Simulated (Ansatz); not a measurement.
A series in volume per atom on Si

All-electron LAPW DFT of a crystal on the k mesh given, cartesian forces, stress positive in compression, open shells may miss their lowest state; gap between the band edges on the mesh. The results are calculated, by Ansatz 0.2 development.

Cell of the first row (space group Fd-3m, No. 227):
```
CELL_PARAMETERS angstrom
0.00000 2.64060 2.64060
2.64060 0.00000 2.64060
2.64060 2.64060 0.00000
ATOMIC_POSITIONS crystal
Si 0.00000 0.00000 0.00000
Si 0.25000 0.25000 0.25000
```

Settings of every row: k mesh 8x8x8; k shift 0x0x0; occupations fixed; smearing width 0 eV; functional LDA; relativity scalar; nucleus point; spin none.

Atom start moment: 0 on all atoms.

Limits: coarse k mesh; semilocal functionals tend to give too small a gap.

| row | volume per atom (Å³) | gap on mesh (eV) |
| --- | --- | --- |
| 1 | 18.412 | 0.38 |
| 2 | 19.012 | 0.44 |
| 3 | 19.613 | 0.49 |
| 4 | 20.213 | 0.53 |
| 5 | 20.813 | 0.57 |
| 6 | 21.414 | ? |
| 7 | 22.014 | 0.65 |

Question: what gap on mesh should row 6 give?

Worked fit of gap on mesh. Take t = volume per atom − 20, in Å³. The shown rows have t = -1.588, -0.988, -0.387, 0.213, 0.813, 2.014. Their means are 0.012833 and 0.51 eV; the sums about the means are S_tt = 8.409 and S_ty = 0.6183, whose ratio is the slope. Least squares give gap on mesh = 0.509 + 0.0735 × t eV. The rows lie off it by -0.01, 0.00, 0.01, 0.01, 0.00, -0.01. The withheld row has t = 1.414, so the fit gives 0.509 + 0.0735 × (1.414) = 0.61 eV.

The calculation gave 0.61 eV. The fit meets it to the printed digit.
